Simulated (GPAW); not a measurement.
Wanted: an ASE script for a GPAW 26.7.0 run.

| Quantity | Value |
| --- | --- |
| Task | relaxation of cell and atoms |
| Functional | revPBE |
| Dispersion | D3(BJ) |
| Potentials or basis | the program's PAW data sets (release 1.2.1) made for this functional |
| Cutoff | 600 eV |
| Basis | pw |
| k mesh | 12 × 12 × 12 |
| Occupations | fermi-dirac, width 0.05 eV |
| Spin | no spin polarisation |
| Maxiter | 150 |
| Optimizer | BFGS |
| Fmax | 0.02 eV/Å |
| Max steps | 60 |
| Convergence | density=1e-05 forces=0.0001 |

The structure of Mo lies in Mo.xyz:

```xyz
1
Lattice="-1.5838089719 1.5838089719 1.5838089719 1.5838089719 -1.5838089719 1.5838089719 1.5838089719 1.5838089719 -1.5838089719" Properties=species:S:1:pos:R:3 pbc="T T T"
Mo     0.0000000000      0.0000000000      0.0000000000
```

One way to write it, as run:

run.py

```python
from ase.calculators.mixing import SumCalculator
from ase.filters import FrechetCellFilter
from ase.io import read, write
from ase.optimize import BFGS
from dftd3.ase import DFTD3
from gpaw import GPAW, PW

atoms = read('Mo.xyz')

calc = GPAW(mode=PW(600),
            xc='revPBE',
            kpts={'size': (12, 12, 12), 'gamma': True},
            occupations={'name': 'fermi-dirac', 'width': 0.05},
            nbands=16,
            convergence={'density': 1e-05, 'forces': 0.0001},
            maxiter=150,
            txt='gpaw.txt')
atoms.calc = SumCalculator([calc, DFTD3(method='revpbe', damping='d3bj')])
opt = BFGS(FrechetCellFilter(atoms), trajectory='relax.traj', logfile='-')
done = opt.run(fmax=0.02, steps=60)
calc.write('gs.gpw')
write('result.traj', atoms)
print('Converged:', done)
print('Cell:', atoms.cell.cellpar().round(4))
print('Volume:', round(atoms.get_volume(), 4))
print(atoms.get_scaled_positions().round(5))
```

Potentials or basis: the program's PAW data sets (release 1.2.1) made for this functional, pw.

Command:

```sh
$ OMP_NUM_THREADS=1 python run.py
```

Results of the run:

- Relaxed volume: 15.08 Å³/atom
- Relaxed cell: a = 2.696 Å, b = 2.696 Å, c = 2.696 Å, α = 109.47°, β = 109.47°, γ = 109.47°
- Space group after relaxing (to 0.05 Å): Im-3m (No. 229)
- Energy gained by relaxing: 35.9 meV/atom
- Ionic steps: 3
- Pressure after relaxing: -0.1 GPa
- Band gap on the k mesh: none (metal or under the smearing width)
- Dispersion energy per atom: -1.384 eV

Caveat: later steps reuse the first step's grids; pairwise dispersion overbinds metals, which lowers pressure and volume.

It took 21 s on 1 thread of Arm Neoverse V2, with other jobs on the host, peak memory 0.17 GiB.
